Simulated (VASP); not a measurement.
Set up this calculation in VASP 6.6.1, as the native input.

| Item | Value |
| --- | --- |
| Task | relaxation of cell and atoms |
| Functional | revPBE |
| Potentials or basis | VASP PAW PBE potentials, release 64 (N, B) |
| Cutoff | 600 eV |
| k mesh | 13 × 13 × 13 |
| Occupations | fermi-dirac, width 0.05 eV |
| Spin | no spin polarisation |
| Further INCAR settings | ALGO = Normal; EDIFF = 1e-07; IBRION = 2; EDIFFG = -0.01; NSW = 40; ISIF = 3 |

The structure of BN lies in POSCAR:

```
BN
1.0
    0.0000000000      1.8130010000      1.8130010000
    1.8130010000      0.0000000000      1.8130010000
    1.8130010000      1.8130010000      0.0000000000
N B
1 1
Direct
    0.2500000000      0.2500000000      0.2500000000
    0.0000000000      0.0000000000      0.0000000000
```

The cell is a database's computed one.

The input as run:

INCAR

```
ALGO = Normal ; EDIFF = 1E-7
EDIFFG = -0.01 ; ENCUT = 600
GGA = RE ; IBRION = 2
ISIF = 3 ; ISMEAR = -1
LASPH = T ; LCHARG = F
LREAL = F ; LWAVE = F
NELM = 100 ; NSW = 40
PREC = Accurate ; SIGMA = 0.05
```

KPOINTS

```
k-points
0
Gamma
  13 13 13
```

Potentials or basis: VASP PAW PBE potentials, release 64 (N, B).

The run is started by

```console
$ cat potpaw_PBE.64/N/POTCAR potpaw_PBE.64/B/POTCAR > POTCAR
$ mpirun -np 1 vasp_std > vasp.out
```

Results of the run:

The relaxed volume is 6.02 Å³/atom, the relaxed cell is a = 2.573 Å, b = 2.573 Å, c = 2.573 Å, α = 60.00°, β = 60.00°, γ = 60.00° and the space group after relaxing (to 0.05 Å) is F-43m (No. 216). The energy gained by relaxing is 0.8 meV/atom, the ionic steps are 3 and the pressure after relaxing is 0.0 GPa. The band gap on the k mesh is 4.53 eV, indirect (least direct gap 8.77 eV).

Caveat: the PAW data sets were made with another functional, which shifts forces and pressure a little; an odd mesh through Γ misses points on the zone boundary, where band edges often lie.

Wall time 10 s on 1 thread of AMD EPYC 9R45 96-Core Processor (Zen 5), with other jobs on the host, peak memory 0.09 GiB.
